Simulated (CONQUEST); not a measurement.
## Ba under changes of volume

One of the cells (67.563 Å³/atom); the others are scaled copies at fixed shape and fractional positions:

```
CELL_PARAMETERS angstrom
4.57168 0.00000 0.00000
0.00000 4.57168 0.00000
0.00000 0.00000 6.46533
ATOMIC_POSITIONS crystal
Ba 0.00000 0.00000 0.00000
Ba 0.50000 0.50000 0.50000
```

This isn't the form of Ba at room conditions, which is bcc.

| Quantity | Value |
| --- | --- |
| Program | CONQUEST 1.3 |
| Functional | PBE |
| Potentials or basis | PseudoDojo NC PBE, DZP, grid of 48 × 48 × 64 points |
| k mesh | 6 × 6 × 4 |
| Occupations | fermi-dirac, width 0.05 eV |
| Spin | no spin polarisation |

```tsv
volume (Å³/atom)	energy over the lowest point (meV/atom)	pressure (GPa)
63.510	1.07	0.2
64.861	0.00	0.0
66.212	0.65	-0.2
67.563	2.70	-0.3
68.915	6.07	-0.5
70.266	?	?
71.617	16.34	-0.7
```

**Question.** What does the run at 70.266 Å³/atom give?

**Answer.** Energy over the lowest point 10.71 meV/atom; pressure -0.6 GPa.

Worked out: A Birch-Murnaghan fit of order 3 (a polynomial in V^(-2/3)) to the other rows has its minimum at 65.02 Å³/atom with B0 = V·E''(V) = 9.2 GPa and B' = 4.0. It gives 10.67 meV/atom at 70.266 Å³/atom, against the run's 10.71, and -dE/dV = -0.6 GPa, against -0.6.

Energies are extrapolated to zero smearing.

Caveats: the basis of atomic orbitals isn't converged, which shifts pressures, moduli and gaps; the real-space grid breaks the cell's symmetry a little (some runs).
